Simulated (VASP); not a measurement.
# Ta (Im-3m) in VASP: notebook

Runs on Ta. Level: PBE. Tasks: relaxation of cell and atoms.

All numbers are computed with VASP 6.6.1; they aren't measurements. Logs are shortened: lines on timing, memory, paths and dates and some standing lists are left out, and cuts for length are marked.

### 1 The crystal as given

Symmetry: Im-3m, No. 229, cubic system. The conventional cell has a = 3.303 Å, b = 3.303 Å, c = 3.303 Å, α = 90.00°, β = 90.00°, γ = 90.00°. Ta (site symmetry m-3m) is surrounded by 8 Ta at 2.86 Å.

### 2 Relaxation of cell and atoms, PBE

INCAR

```
SYSTEM = Ta
ALGO = Normal
EDIFF = 1E-7
EDIFFG = -0.002
ENCUT = 520
GGA = PE
IBRION = 2
ISIF = 3
ISMEAR = 0
LASPH = .True.
LCHARG = .False.
LREAL = .False.
LWAVE = .False.
NELM = 80
NSW = 80
PREC = Accurate
SIGMA = 0.3
```

KPOINTS

```
k-points
0
Gamma
  18 18 18
  0 0 0
```

POSCAR

```
Ta
1.0
   -1.6512800000      1.6512800000      1.6512800000
    1.6512800000     -1.6512800000      1.6512800000
    1.6512800000      1.6512800000     -1.6512800000
Ta
1
Direct
    0.0000000000      0.0000000000      0.0000000000
```

Potentials or basis: VASP PAW PBE potentials, release 64 (Ta_pv).

Started as:

```
cat potpaw_PBE.64/Ta_pv/POTCAR > POTCAR
mpirun -np 1 vasp_std > vasp.out
```

OUTCAR:

```text
SYSTEM = Ta
   EDIFF = 1E-7
   EDIFFG = -0.002
   ENCUT = 520
   GGA = PE
   IBRION = 2
   ISIF = 3
   ISMEAR = 0
   LASPH = .True.
   LREAL = .False.
   NELM = 80
   NSW = 80
   PREC = Accurate

 ion  position               nearest neighbor table
   1  0.000  0.000  0.000-

  LATTYP: Found a body centered cubic cell.
 ALAT       =     3.3025600000

  Lattice vectors:

 A1 = (  -1.6512800000,   1.6512800000,   1.6512800000)
 A2 = (   1.6512800000,  -1.6512800000,   1.6512800000)
 A3 = (   1.6512800000,   1.6512800000,  -1.6512800000)

Analysis of symmetry for initial positions (statically):
=====================================================================
 Subroutine PRICEL returns:
 Original cell was already a primitive cell.

 Routine SETGRP: Setting up the symmetry group for a
 body centered cubic supercell.

 Subroutine GETGRP returns: Found 48 space group operations
 (whereof 48 operations were pure point group operations)
 out of a pool of 48 trial point group operations.

The static configuration has the point symmetry O_h .

Analysis of symmetry for dynamics (positions and initial velocities):
=====================================================================
 Subroutine PRICEL returns:
 Original cell was already a primitive cell.

 Routine SETGRP: Setting up the symmetry group for a
 body centered cubic supercell.

 Subroutine GETGRP returns: Found 48 space group operations
 (whereof 48 operations were pure point group operations)
 out of a pool of 48 trial point group operations.

The dynamic configuration has the point symmetry O_h .

 Subroutine INISYM returns: Found 48 space group operations
 (whereof 48 operations are pure point group operations),
 and found     1 'primitive' translations

----------------------------------------------------------------------------------------

                                     Primitive cell

  volume of cell :      18.0104

  direct lattice vectors                    reciprocal lattice vectors
    -1.651280000  1.651280000  1.651280000     0.000000000  0.302795407  0.302795407
     1.651280000 -1.651280000  1.651280000     0.302795407  0.000000000  0.302795407
     1.651280000  1.651280000 -1.651280000     0.302795407  0.302795407  0.000000000
[... 111 lines left out ...]
   LEPSILON=     F    determine dielectric tensor
   LRPA    =     F    only Hartree local field effects (RPA)
 conjugate gradient relaxation of ions
 non-spin polarized calculation
 Gauss-broadening in eV      SIGMA  =   0.30
  energy-cutoff  :      520.00
  volume of cell :       18.01
 maximum number of plane-waves:       498
 NGX is ok and might be reduce to    24
   NGX = 11   NGY = 11   NGZ = 11

--------------------------------------- Ionic step        1  -------------------------------------------

 number of electron      11.0000002 magnetization

 Free energy of the ion-electron system (eV)
  ---------------------------------------------------
  ext. energy  EPLUGINS =         0.00000000
  ---------------------------------------------------
  free energy    TOTEN  =       -11.83945473 eV

  energy without entropy =      -11.78029234  energy(sigma->0) =      -11.80987354

------------------------ aborting loop because EDIFF is reached ----------------------------------------

  FORCE on cell =-STRESS in cart. coord.  units (eV):
  Direction    XX          YY          ZZ          XY          YZ          ZX
  --------------------------------------------------------------------------------------
  -------------------------------------------------------------------------------------
  Total        0.3816660      0.3816660      0.3816660     -0.0000000      0.0000000     -0.0000000
  in kB       33.9525152     33.9525152     33.9525152     -0.0000000      0.0000000     -0.0000000
  external PRESSURE =      33.9525152 kB  Pullay stress =       0.0000000 kB
[... 86 lines left out ...]
  FREE ENERGIE OF THE ION-ELECTRON SYSTEM (eV)
  ---------------------------------------------------
  free  energy   TOTEN  =       -11.8426497162 eV

  energy  without entropy=      -11.7821733639  energy(sigma->0) =      -11.81241154

[... ionic steps 4 to 13 ...]

--------------------------------------- Ionic step       14  -------------------------------------------

 number of electron      11.0000000 magnetization

------------------------ aborting loop because EDIFF is reached ----------------------------------------
[... 65 lines left out ...]
--------------------------------------- Ionic step       16  -------------------------------------------

 number of electron      11.0000000 magnetization

 Free energy of the ion-electron system (eV)
  ---------------------------------------------------
  ext. energy  EPLUGINS =         0.00000000
  ---------------------------------------------------
  free energy    TOTEN  =       -11.84265029 eV

  energy without entropy =      -11.78218773  energy(sigma->0) =      -11.81241901

 E-fermi :   5.3723     XC(G=0): -12.5319

 val. band max:        5.3596237994   @ k =   0.3333   0.1667   0.0556
 cond. band min:       5.3788745397   @ k =  -0.2778   0.3889   0.1111
 fundamental gap:      0.0192507403
 Fermi energy:         5.3722712200

 k-point     1 :       0.0000    0.0000    0.0000
  band No.  band energies     occupation
      1     -27.7850      2.00000
      2     -27.7850      2.00000
      3     -27.7850      2.00000
      4      -2.5007      2.00000
      5       6.0864      0.00076
      6       6.0864      0.00076
      7       6.0864      0.00076
      8       9.3000      0.00000
      9       9.3000      0.00000
[... 265 lines left out ...]
 k-point    24 :       0.3889    0.1111    0.0000
  band No.  band energies     occupation
      1     -28.8264      2.00000
      2     -28.1748      2.00000
      3     -27.8401      2.00000
      4       1.4304      2.00000
      5       3.9742      2.00000
      6       5.9617      0.00546
      7       9.0453      0.00000
      8      10.3086      0.00000
      9      13.0870      0.00000

 [... further k-points ...]

------------------------ aborting loop because EDIFF is reached ----------------------------------------

  FORCE on cell =-STRESS in cart. coord.  units (eV):
  Direction    XX          YY          ZZ          XY          YZ          ZX
  --------------------------------------------------------------------------------------
  -------------------------------------------------------------------------------------
  Total        0.0004354      0.0004354      0.0004354      0.0000000      0.0000000     -0.0000000
  in kB        0.0380820      0.0380820      0.0380820      0.0000000      0.0000000     -0.0000000
  external PRESSURE =       0.0380820 kB  Pullay stress =       0.0000000 kB
[... 16 lines left out ...]
  FREE ENERGIE OF THE ION-ELECTRON SYSTEM (eV)
  ---------------------------------------------------
  free  energy   TOTEN  =       -11.8426502912 eV

  energy  without entropy=      -11.7821877257  energy(sigma->0) =      -11.81241901

 reached required accuracy - stopping structural energy minimisation
```

Wall time 2 min (1 thread of AMD EPYC 7R13 (Zen 3), shared host); peak memory 0.15 GiB.

What came out:

```yaml
Free_energy: -11.8427 eV
Relaxed_volume: 18.32 Å³/atom
Relaxed_cell: a = 2.876 Å, b = 2.876 Å, c = 2.876 Å, α = 109.47°, β = 109.47°, γ = 109.47°
Space_group_after_relaxing_to_0.05_Å: Im-3m (No. 229)
Energy_gained_by_relaxing: 3.2 meV/atom
Ionic_steps: 16
Pressure_after_relaxing: 0.0 GPa
Band_gap_on_the_k_mesh: none (metal or under the smearing width)
```

The path:
| step | energy change (eV) | largest force (eV/Å) | pressure (GPa) | volume (Å³) |
| --- | --- | --- | --- | --- |
| 1 | 0.0000 | 0.0000 | 3.40 | 18.01 |
| 2 | 0.0124 | 0.0000 | -6.85 | 19.02 |
| 3 | -0.0032 | 0.0000 | -0.03 | 18.32 |
| 4 | -0.0032 | 0.0000 | 0.03 | 18.31 |
| 5 | -0.0032 | 0.0000 | 0.03 | 18.31 |
| 6 | -0.0032 | 0.0000 | 0.03 | 18.31 |
| 7 | -0.0032 | 0.0000 | 0.03 | 18.31 |
| 8 | -0.0032 | 0.0000 | 0.03 | 18.31 |
| 9 | -0.0032 | 0.0000 | 0.03 | 18.31 |
| 10 | -0.0032 | 0.0000 | 0.03 | 18.31 |
| 11 | -0.0032 | 0.0000 | 0.03 | 18.32 |
| 12 | -0.0032 | 0.0000 | 0.03 | 18.32 |
| 13 | -0.0032 | 0.0000 | 0.03 | 18.32 |
| 14 | -0.0032 | 0.0000 | 0.03 | 18.32 |
| 15 | -0.0032 | 0.0000 | 0.03 | 18.32 |
| 16 | -0.0032 | 0.0000 | 0.00 | 18.32 |

Final structure:
```
Ta
1.0
    -1.66061    1.66061    1.66061
     1.66061   -1.66061    1.66061
     1.66061    1.66061   -1.66061
Ta
1
Direct
  0.00000 0.00000 0.00000
```

Levels at points of the mesh, in eV from the Fermi level:
```
           k point  band 3  band 4  band 5  band 6  band 7  band 8
(0.00, 0.00, 0.00)  -33.16   -7.87    0.71    0.71    0.71    3.93
(0.50, 0.00, 0.00)  -33.16   -4.32   -1.51    1.49    3.80    4.81
(0.50, 0.50, 0.50)  -33.93   -3.72   -3.72    6.68    6.68    6.68
```

Spin-orbit coupling is left out, which matters for the levels of Ta. Zero-point motion and thermal expansion aren't in these numbers.

### 3 Relaxation of cell and atoms, PBE

This run uses another cell than the first one, of 18.32 Å³/atom, 1.017 times its volume.

INCAR is that of step 2.

KPOINTS is that of step 2.

POSCAR

```
Ta                                      
1.0
   -1.6606147831      1.6606147831      1.6606147831
    1.6606147831     -1.6606147831      1.6606147831
    1.6606147831      1.6606147831     -1.6606147831
  Ta            
     1
Direct
     0.0000000000000000    0.0000000000000000    1.0000000000000000
```

Potentials or basis: VASP PAW PBE potentials, release 64 (Ta_pv).

Started as:

```
cat potpaw_PBE.64/Ta_pv/POTCAR > POTCAR
mpirun -np 1 vasp_std > vasp.out
```

OUTCAR:

```text
SYSTEM = Ta
   EDIFF = 1E-7
   EDIFFG = -0.002
   ENCUT = 520
   GGA = PE
   IBRION = 2
   ISIF = 3
   ISMEAR = 0
   LASPH = .True.
   LREAL = .False.
   NELM = 80
   NSW = 80
   PREC = Accurate

 ion  position               nearest neighbor table
   1  0.000  0.000  0.000-

  LATTYP: Found a body centered cubic cell.
 ALAT       =     3.3212295662

  Lattice vectors:

 A1 = (  -1.6606147831,   1.6606147831,   1.6606147831)
 A2 = (   1.6606147831,  -1.6606147831,   1.6606147831)
 A3 = (   1.6606147831,   1.6606147831,  -1.6606147831)
[... 463 lines left out ...]
      3     -27.8401      2.00000
      4       1.4304      2.00000
      5       3.9741      2.00000
      6       5.9617      0.00546
      7       9.0452      0.00000
      8      10.3086      0.00000
      9      13.0869      0.00000

 [... further k-points ...]
[... 5 lines left out ...]
  --------------------------------------------------------------------------------------
  -------------------------------------------------------------------------------------
  Total        0.0004318      0.0004318      0.0004318     -0.0000000      0.0000000     -0.0000000
  in kB        0.0377711      0.0377711      0.0377711     -0.0000000      0.0000000     -0.0000000
  external PRESSURE =       0.0377711 kB  Pullay stress =       0.0000000 kB

 VOLUME and BASIS-vectors are now :
 -----------------------------------------------------------------------------
  energy-cutoff  :      520.00
  volume of cell :       18.32
      direct lattice vectors                 reciprocal lattice vectors
    -1.660614783  1.660614783  1.660614783     0.000000000  0.301093309  0.301093309
     1.660614783 -1.660614783  1.660614783     0.301093309  0.000000000  0.301093309
     1.660614783  1.660614783 -1.660614783     0.301093309  0.301093309  0.000000000

 POSITION                                       TOTAL-FORCE (eV/Angst)
 -----------------------------------------------------------------------------------
      0.00000      0.00000      0.00000        -0.000000      0.000000     -0.000000
 -----------------------------------------------------------------------------------
    total drift:                                0.000000      0.000000     -0.000000

  FREE ENERGIE OF THE ION-ELECTRON SYSTEM (eV)
  ---------------------------------------------------
  free  energy   TOTEN  =       -11.8427610685 eV

  energy  without entropy=      -11.7822985339  energy(sigma->0) =      -11.81252980

 reached required accuracy - stopping structural energy minimisation
```

It took 25 s on 1 thread of AMD EPYC 7R13 (Zen 3), shared host; peak memory 0.13 GiB.

What came out:

```yaml
Free_energy: -11.8428 eV
Pressure_after_relaxing: 0.0 GPa
Band_gap_on_the_k_mesh: none (metal or under the smearing width)
```

Final structure:
```cif
data_structure
_symmetry_space_group_name_H-M 'P 1'
_symmetry_Int_Tables_number 1
_cell_length_a 2.8763
_cell_length_b 2.8763
_cell_length_c 2.8763
_cell_angle_alpha 109.471
_cell_angle_beta 109.471
_cell_angle_gamma 109.471
_cell_volume 18.32
loop_
_atom_site_label
_atom_site_type_symbol
_atom_site_fract_x
_atom_site_fract_y
_atom_site_fract_z
_atom_site_occupancy
Ta1 Ta 0.00000 0.00000 0.00000 1
```

Levels at points of the mesh, in eV from the Fermi level:
```
           k point  band 3  band 4  band 5  band 6  band 7  band 8
(0.00, 0.00, 0.00)  -33.16   -7.87    0.71    0.71    0.71    3.93
(0.50, 0.00, 0.00)  -33.16   -4.32   -1.51    1.49    3.80    4.81
(0.50, 0.50, 0.50)  -33.93   -3.72   -3.72    6.68    6.68    6.68
```

Caveat: the relaxation stopped at its first step, so nothing moved. Spin-orbit coupling is left out, which matters for the levels of Ta.
